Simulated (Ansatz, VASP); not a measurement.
## CdS in VASP and in Ansatz

The input INCAR:

```
SYSTEM = CdS
  PREC = Accurate
  ENCUT = 520
  EDIFF = 1E-6
  ISMEAR = -1
  SIGMA = 0.01
  LREAL = .FALSE.
  LASPH = .TRUE.
  NELM = 60
  ALGO = Normal
  ISIF = 2
  LWAVE = .FALSE.
  LCHARG = .TRUE.
  GGA = PE
  LELF = .TRUE.
  LVHAR = .TRUE.
  NBANDS = 26
```

The input KPOINTS:

```
regular mesh
0
G
  7 7 4
  0 0 0
```

Contents of POSCAR:

```
CdS
1.0
    4.2158942859      0.0000000000      0.0000000000
   -2.1079471430      3.6510715513      0.0000000000
    0.0000000000      0.0000000000      6.8813669385
Cd S
2 2
Direct
    0.3333333333      0.6666666667      0.0000000000
    0.6666666667      0.3333333333      0.5000000000
    0.3333333333      0.6666666667      0.3850000000
    0.6666666667      0.3333333333      0.8850000000
```

Input for Ansatz:

```yaml
crystal:
  lattice:
    - [4.2158942859, 0.0, 0.0]
    - [-2.107947143, 3.6510715513, 0.0]
    - [0.0, 0.0, 6.8813669385]
  atoms:
    - { symbol: Cd, position: [0.3333333333, 0.6666666667, 0.0] }
    - { symbol: Cd, position: [0.6666666667, 0.3333333333, 0.5] }
    - { symbol: S, position: [0.3333333333, 0.6666666667, 0.385] }
    - { symbol: S, position: [0.6666666667, 0.3333333333, 0.885] }
kpoints:
  mp_grid: { grid: [7, 7, 4] }
  band_path:
    path:
      - [0.0, 0.0, 0.0]
      - [0.5, 0.0, 0.0]
      - [0.3333333333, 0.3333333333, 0.0]
      - [0.0, 0.0, 0.0]
      - [0.0, 0.0, 0.5]
      - [0.5, 0.0, 0.5]
      - [0.3333333333, 0.3333333333, 0.5]
      - [0.0, 0.0, 0.5]
      - [0.5, 0.0, 0.5]
    npoints: 5
scf:
  occupations: { method: fermi_dirac, width: 0.01 }
hamiltonian:
  xc: pbe
  pseudopotentials: { kind: all_electron, lapw: { basis_error: 0.001 } }
output:
  forces: true
  stress: true
  eigenvalues: true
```

Change from the starting cell: volume scaled by 1.06.

Alike in both runs: task single point; functional PBE; k mesh 7 × 7 × 4; occupations fermi-dirac, width 0.01 eV; no spin polarisation.

|  | VASP | Ansatz |
| --- | --- | --- |
| version | VASP 6.6.1 | Ansatz 0.2.0 |
| potentials or method | VASP PAW PBE potentials, release 64 (Cd, S) | all-electron LAPW, scalar-relativistic |
| plane-wave cutoff (eV) | 520 | see its input |

Ansatz gave:

- gap on the k mesh at the Fermi level (eV): 1.09
- pressure (GPa): -0.8
- largest component of the traceless stress (GPa): 1.01
- rms of the force components (eV/Å): 0.119

**Question.** What did VASP give for the same quantities?

**Answer.** gap on the k mesh at the Fermi level (eV): 1.09; pressure (GPa): -0.5; largest component of the traceless stress (GPa): 1.05; rms of the force components (eV/Å): 0.123.

Atom by atom the forces differ by 0.004 eV/Å (rms over components). Ansatz ran all-electron here, so the differences hold the error of VASP's frozen core and of both bases.
